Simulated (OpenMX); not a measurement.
The system is Re.

```
Re
1.0
     2.76639    0.00000    0.00000
    -1.38319    2.39576    0.00000
     0.00000    0.00000    8.93885
Re
4
Direct
  0.66667 0.33333 0.75000
  0.00000 0.00000 0.50000
  0.33333 0.66667 0.25000
  0.00000 0.00000 0.00000
```

Base run:

| Item | Value |
| --- | --- |
| Program | OpenMX 3.8.5 |
| Functional | PBE |
| Potentials or basis | OpenMX 2013 PBE set, Re7.0-s3p2d2, grid cutoff 400 Ry |
| k mesh | 11 × 11 × 3 |
| Occupations | fermi-dirac, width 0.05 eV |
| Spin | no spin polarisation |

Its results: pressure 6.1 GPa; largest force 0.042 eV/Å.

**Question.** The run is repeated on the same cell with these changes: potentials or basis from OpenMX 2013 PBE set, Re7.0-s3p2d2, grid cutoff 400 Ry to OpenMX 2013 PBE set, Re7.0-s3p2d2f1, grid cutoff 400 Ry. What comes out?

**Answer.** Pressure 3.0 GPa; largest force 0.042 eV/Å.

Caveats: the basis of atomic orbitals isn't converged, which shifts pressures, moduli and gaps.

Not every run made on this cell is shown here.
